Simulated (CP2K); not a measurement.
Runs of CP2K 2026.2 on BP. It takes space group F-43m (No. 216, cubic). The conventional cell has a = 4.538 Å, b = 4.538 Å, c = 4.538 Å, α = 90.00°, β = 90.00°, γ = 90.00°. P (site symmetry -43m) is surrounded by 4 B at 1.97 Å. Around B (site symmetry -43m) lie 4 P at 1.97 Å. 

```csv
level,cutoff of the non-local correlation (Ry),gap on the mesh (eV),pressure (GPa)
WC,-,1.26,(b)
LDA,-,1.21,-1.1
vdW-DF2,300,1.77,5.4
PW91,-,(a),0.4
r2SCAN,-,1.51,-0.4
```

Alike in all rows: task atomic charges; potentials or basis POTENTIAL_UZH P GTH-PBE-q5, B GTH-PBE-q3; TZVP-MOLOPT-PBE-GTH basis; no spin polarisation; cell as given; k mesh 10 × 10 × 10; smearing fermi-dirac 0.05 eV.

Estimate the missing entries.

(a) 1.40; (b) -1.2.

Caveats: the potentials were made for another functional, which shifts forces and pressure; the basis of atomic orbitals isn't converged, which shifts pressures, moduli and gaps.

A k mesh can miss the band edges.

Runs at the PBE level aren't shown here.
